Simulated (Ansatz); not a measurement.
Set up this calculation in Ansatz 0.2.0, as the native input.

```yaml
Task: band structure
Functional: PBEsol
Potentials_or_basis: all-electron LAPW, scalar-relativistic
Cutoff: 273 eV (chosen from the basis error)
Basis_error_allowed: 0.001 eV/atom
k_mesh: 9 × 9 × 9
Occupations: fermi-dirac, width 0.05 eV
Spin: no spin polarisation
```

The system is Pd.

```
CELL_PARAMETERS angstrom
-1.57228 1.57228 1.57228
1.57228 -1.57228 1.57228
1.57228 1.57228 -1.57228
ATOMIC_POSITIONS crystal
Pd 0.00000 0.00000 0.00000
```

This isn't the form of Pd at room conditions, which is fcc.

These files were run (other wordings do the same):

input.yaml

```yaml
crystal:
  lattice:
    - [-1.572281, 1.572281, 1.572281]
    - [1.572281, -1.572281, 1.572281]
    - [1.572281, 1.572281, -1.572281]
  atoms:
    - { symbol: Pd, position: [0.0, 0.0, 0.0] }
kpoints:
  mp_grid: { grid: [9, 9, 9] }
  band_path:
    path:
      - [0.0, 0.0, 0.0]
      - [0.5, -0.5, 0.5]
      - [0.0, 0.0, 0.5]
      - [0.0, 0.0, 0.0]
      - [0.25, 0.25, 0.25]
      - [0.5, -0.5, 0.5]
    npoints: 12
scf:
  occupations: { method: fermi_dirac, width: 0.05 }
hamiltonian:
  xc: pbesol
  pseudopotentials: { kind: all_electron, lapw: { basis_error: 0.001 } }
output:
  forces: true
  stress: true
  eigenvalues: true
```

Potentials or basis: all-electron LAPW, scalar-relativistic.

Command:

```console
$ ansatz run input.yaml --threads 1 --pin off --max-ram 3072MiB --backend cpu --events-out ev --progress --plain --runs-dir out
```

Results of the run:

```
Pressure                : -10.2 GPa
Band gap along the path : none (metal or under the smearing width)
```

Caveat: the k mesh is thin for a metal, which can move the energy by tens of meV per atom.

Run time: 7 s on 1 thread of Intel(R) Xeon(R) Platinum 8375C CPU @ 2.90GHz (Ice Lake) (shared host), peak memory 0.27 GiB.
